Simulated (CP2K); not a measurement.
Runs of CP2K 2026.2 on MgS (Niningerite). The structure is cubic, space group Fm-3m (No. 225). Conventional cell: a = 5.203 Å, b = 5.203 Å, c = 5.203 Å, α = 90.00°, β = 90.00°, γ = 90.00°. S (site symmetry m-3m) is surrounded by 6 Mg at 2.60 Å. Mg (site symmetry m-3m) has 6 S at 2.60 Å as nearest neighbours. 

```csv
level,potentials or basis,smearing,EPS_DEFAULT,NGRIDS,points a segment of the path (NPOINTS),bands added on the path,gap on the mesh (eV),pressure (GPa)
r2SCAN,"POTENTIAL_UZH S GTH-SCAN-q6, Mg GTH-SCAN-q10; TZVP-MOLOPT-SCAN-GTH basis",fermi-dirac 0.05 eV,1.0E-10,5,8,6,(a),1.0
TB-mBJ,"POTENTIAL_UZH S GTH-PBE-q6, Mg GTH-PBE-q10; TZVP-MOLOPT-PBE-GTH basis",fermi-dirac 0.01 eV,1.0E-10,5,6,2,3.11,-
LDA,"GTH_POTENTIALS S GTH-PADE-q6, Mg GTH-PADE-q10; TZVP-MOLOPT-PBE-GTH basis",fermi-dirac 0.01 eV,1.0E-9,5,8,2,(b),-1.6
PBEsol,"POTENTIAL_UZH S GTH-PBE-q6, Mg GTH-PBE-q10; TZVP-MOLOPT-PBE-GTH basis",fermi-dirac 0.1 eV,1.0E-10,4,6,6,2.73,1.1
```

Alike in all rows: task band structure; no spin polarisation; cell as given; k mesh 9 × 9 × 9.

Question: Estimate the missing entries.

Answer: (a) 3.61; (b) 2.61.

Caveats: the mesh misses the band edges, which the band path finds closer together; the basis of atomic orbitals isn't converged, which shifts pressures, moduli and gaps; the potentials were made for another functional, which shifts forces and pressure (some runs); this is a model potential without an energy functional, so only levels have meaning (some runs).

Runs at the PBE level aren't shown here.
